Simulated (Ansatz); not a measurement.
Mo: Mo vacancy

Method: DFT PBE, scalar-relativistic, plane waves, PAW in Ansatz. (420 eV cutoff, 6×6×6 k-mesh, Gaussian smearing of 0.10 eV, no spin polarisation)

Host crystal, relaxed:

```
Mo
1.0
    -1.58030    1.58030    1.58030
     1.58030   -1.58030    1.58030
     1.58030    1.58030   -1.58030
Mo
1
Direct
  0.00000 0.00000 0.00000
```

Supercell of 32 atoms, rows in host cell vectors: -2 0 2; -2 2 0; -4 -2 -2. Atoms relax at the host's cell, keeping the symmetry that the supercell leaves at the site. The cell is small, so energies carry finite-size errors of tenths of an eV. The host is a metal.

Defect: Mo vacancy, charge 0.

Command:

```bash
ansatz run input.yaml --threads 4 --pin off --max-ram 8192MiB --backend cpu --events-out ev --progress --plain --runs-dir out
```

The input:

```yaml
crystal:
  lattice:
    - [6.3212044168, 0.0, -6.3212044168]
    - [6.3212044168, -6.3212044168, 0.0]
    - [0.0, -6.3212044168, -6.3212044168]
  atoms:
    - { symbol: Mo, position: [0.875, 0.375, 0.875] }
    - { symbol: Mo, position: [0.375, 0.875, 0.875] }
    - { symbol: Mo, position: [0.75, 0.75, 0.75] }
    - { symbol: Mo, position: [0.375, 0.375, 0.875] }
    - { symbol: Mo, position: [0.75, 0.25, 0.75] }
    - { symbol: Mo, position: [0.25, 0.75, 0.75] }
    - { symbol: Mo, position: [0.625, 0.625, 0.625] }
    - { symbol: Mo, position: [0.875, 0.875, 0.375] }
    - { symbol: Mo, position: [0.25, 0.25, 0.75] }
    - { symbol: Mo, position: [0.625, 0.125, 0.625] }
    - { symbol: Mo, position: [0.125, 0.625, 0.625] }
    - { symbol: Mo, position: [0.5, 0.5, 0.5] }
    - { symbol: Mo, position: [0.875, 0.375, 0.375] }
    - { symbol: Mo, position: [0.375, 0.875, 0.375] }
    - { symbol: Mo, position: [0.75, 0.75, 0.25] }
    - { symbol: Mo, position: [0.125, 0.125, 0.625] }
    - { symbol: Mo, position: [0.5, 0.0, 0.5] }
    - { symbol: Mo, position: [0.0, 0.5, 0.5] }
    - { symbol: Mo, position: [0.375, 0.375, 0.375] }
    - { symbol: Mo, position: [0.75, 0.25, 0.25] }
    - { symbol: Mo, position: [0.25, 0.75, 0.25] }
    - { symbol: Mo, position: [0.625, 0.625, 0.125] }
    - { symbol: Mo, position: [0.0, 1.0, 0.5] }
    - { symbol: Mo, position: [0.25, 0.25, 0.25] }
    - { symbol: Mo, position: [0.625, 0.125, 0.125] }
    - { symbol: Mo, position: [0.125, 0.625, 0.125] }
    - { symbol: Mo, position: [0.5, 0.5, 0.0] }
    - { symbol: Mo, position: [0.125, 0.125, 0.125] }
    - { symbol: Mo, position: [0.5, 0.0, 0.0] }
    - { symbol: Mo, position: [0.0, 0.5, 0.0] }
    - { symbol: Mo, position: [0.0, 0.0, 0.0] }
basis:
  ecutwfc: 420
  xc_grid: 2
kpoints:
  mp_grid: { grid: [6, 6, 6], shift: [0.0, 0.0, 0.0] }
hamiltonian:
  xc: pbe
scf:
  occupations: { method: gaussian, width: 0.1 }
output:
  forces: true
  stress: false
  eigenvalues: true
relax:
  adjacent_minimum: "off"
  f_tol: 0.025
  max_steps: 45
```

From the output:

```
Warning: RAYON_NUM_THREADS=4 ignored (pool sized by the plan → 4); use --threads N
Crystal: 31 atoms, lattice volume = 505.161 Å³
Basis set: ecut = 420 eV, 9841 PW (Γ), exchange–correlation on 120×120×120 points (8 copies of the dense FFT grid, shifted against one another)
Bands: 261, of which v1, the nominal top of the filled ones, is band 217 counted from 1 (216 counted from 0)
Symmetry: 48 space group operations
Space group: Fm-3m (ITA 225), of the structure as read, at distance tolerance 8.0e-5 Å
k-points: 16 of 216
relax step   1: F+E_penalty+E_count = -153633.75020051 eV  Δ(F+E_penalty+E_count) = +0.000e0 eV  max|allowed force component| = 3.601e-1 eV/Å  Δτ_max = 0.0000 Å
relax step   2: F+E_penalty+E_count = -153633.69207566 eV  Δ(F+E_penalty+E_count) = +5.812e-2 eV  max|allowed force component| = 3.387e-1 eV/Å  Δτ_max = 0.0597 Å
relax step   3: F+E_penalty+E_count = -153633.80052670 eV  Δ(F+E_penalty+E_count) = -5.033e-2 eV  max|allowed force component| = 1.649e-2 eV/Å  Δτ_max = 0.0291 Å
SCF converged after 8 iterations
Free energy (F): -153633.800527 eV
E sigma→0 (E₀):  -153633.744129 eV
Fermi energy:    19.992957 eV
```

The relaxation gained 0.05 eV in 3 steps. Time: 2.4 min on 4 threads of AMD EPYC 7R43 64-Core Processor (Zen 3), on a shared host, peak memory 3.3 GiB.